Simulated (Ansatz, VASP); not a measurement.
## Two plane-wave programs on C

File INCAR:

```
SYSTEM = C
ALGO = Normal
EDIFF = 1E-7
ENCUT = 520
GGA = PE
ISIF = 2
ISMEAR = 0
IVDW = 12
LASPH = .True.
LCHARG = .False.
LREAL = .False.
LWAVE = .False.
NBANDS = 11
NELM = 100
PREC = Accurate
SIGMA = 0.05
```

KPOINTS

```
k-points
0
Gamma
  15 15 15
  0 0 0
```

The input POSCAR:

```
C
1.0
    1.2324984681      0.7115833223      3.3613878357
   -1.2324984681      0.7115833223      3.3613878357
    0.0000000000     -1.4231666447      3.3613878357
C
2
Direct
    0.1736660774      0.1736660774      0.1736660774
    0.8263339226      0.8263339226      0.8263339226
```

Input for Ansatz:

```yaml
crystal:
  lattice:
    - [1.2324984681, 0.7115833223, 3.3613878357]
    - [-1.2324984681, 0.7115833223, 3.3613878357]
    - [0.0, -1.4231666447, 3.3613878357]
  atoms:
    - { symbol: C, position: [0.1736660774, 0.1736660774, 0.1736660774] }
    - { symbol: C, position: [0.8263339226, 0.8263339226, 0.8263339226] }
basis:
  ecutwfc: 520.0
kpoints:
  mp_grid: { grid: [15, 15, 15] }
hamiltonian:
  xc: pbe
  dispersion: d3bj
scf:
  occupations: { method: gaussian, width: 0.05 }
output:
  forces: true
  stress: true
  eigenvalues: true
```

Change from the starting cell: mode 4 frozen in at +0.071 Å and mode 6 at +0.000 Å (largest displacements).

Alike in both runs: task single point; functional PBE; dispersion D3(BJ); k mesh 15 × 15 × 15; occupations gaussian, width 0.05 eV; no spin polarisation.

|  | VASP | Ansatz |
| --- | --- | --- |
| version | VASP 6.6.1 | Ansatz 0.2.0 |
| potentials or method | VASP PAW PBE potentials, release 64 (C) | scalar-relativistic, plane waves, PAW |
| plane-wave cutoff (eV) | 520 | 520 |
| valence electrons in the cell | 8 | 8 |

Ansatz gave:

| Property | Result |
| --- | --- |
| gap on the k mesh at the Fermi level (eV) | 0.45 |
| least direct gap on the mesh (eV) | 0.45 |
| pressure (GPa) | -1.1 |
| largest component of the traceless stress (GPa) | 1.80 |
| rms of the force components (eV/Å) | 1.371 |

Which values does VASP return?

gap on the k mesh at the Fermi level (eV): 0.45; least direct gap on the mesh (eV): 0.45; pressure (GPa): -0.7; largest component of the traceless stress (GPa): 2.32; rms of the force components (eV/Å): 1.366.

Atom by atom the forces differ by 0.005 eV/Å (rms over components).

Caveats: an odd mesh through Γ misses points on the zone boundary, where band edges often lie; forces of over 1 eV/Å show positions far from the minimum, so gaps and moduli don't describe the material at rest.
